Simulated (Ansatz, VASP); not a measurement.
# B in VASP and in Ansatz

```
CELL_PARAMETERS angstrom
2.97391 0.00000 0.00000
0.00000 2.97391 0.00000
0.00000 0.00000 2.78585
ATOMIC_POSITIONS crystal
B 0.80276 0.19724 0.00000
B 0.19724 0.80276 0.00000
B 0.30276 0.30276 0.50000
B 0.69724 0.69724 0.50000
```

Alike in both runs: functional PBE; k mesh 6 × 6 × 6; occupations gaussian, width 0.1 eV; no spin polarisation.

Ansatz relaxed the structure, and its values are those at the end. VASP's run is a single point on that final structure, the one shown.

|  | VASP | Ansatz |
| --- | --- | --- |
| version | VASP 6.6.1 | Ansatz 0.2.0 |
| potentials or method | VASP PAW PBE potentials, release 64 (B) | scalar-relativistic, plane waves, PAW |
| plane-wave cutoff (eV) | 520 | 420 |
| valence electrons in the cell | 12 | 12 |

Ansatz gave:

| Property | Result |
| --- | --- |
| gap on the k mesh at the Fermi level (eV) | none |
| pressure (GPa) | 0.0 |
| rms of the force components (eV/Å) | 0.001 |

**Question.** Which values does VASP return?

**Answer.** gap on the k mesh at the Fermi level (eV): none; pressure (GPa): 0.0; rms of the force components (eV/Å): 0.006.

A gap of «none» marks a metal or a gap that the smearing closes.

Caveats: the k mesh is coarse (spacing up to 0.38 Å⁻¹), so the values aren't converged.
